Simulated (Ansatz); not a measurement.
## Pb: single point with PBEsol

Pb:

```
CELL_PARAMETERS angstrom
0.00000 2.47502 2.47502
2.47502 0.00000 2.47502
2.47502 2.47502 0.00000
ATOMIC_POSITIONS crystal
Pb 0.00000 0.00000 0.00000
```

```
Program             : Ansatz 0.2.0
Task                : single point
Functional          : PBEsol
Potentials or basis : Ansatz PAW
Cutoff              : 420 eV (not typed: the program's choice for these potentials)
k mesh              : 9 × 9 × 9
Occupations         : fermi-dirac, width 0.05 eV
Spin                : no spin polarisation
```

- Pressure: -0.6 GPa
- Band gap on the k mesh: none (metal or under the smearing width)

Levels at points of the mesh, in eV from the Fermi level:
| k point | band 3 | band 4 | band 5 | band 6 | band 7 | band 8 | band 9 | band 10 | band 11 |
| --- | --- | --- | --- | --- | --- | --- | --- | --- | --- |
| (0.00, 0.00, 0.00) | -16.85 | -16.71 | -16.71 | -11.61 | 7.57 | 7.57 | 7.57 | 9.89 | 11.47 |

Run time: 1.1 s on 2 threads of Arm Neoverse N1, with other jobs on the host, peak memory 0.27 GiB.

Caveat: the PAW data sets come from PBE, with cores solved anew for the run's functional, which leaves a small shift of forces and pressure. Spin-orbit coupling is left out, which matters for the levels of Pb.
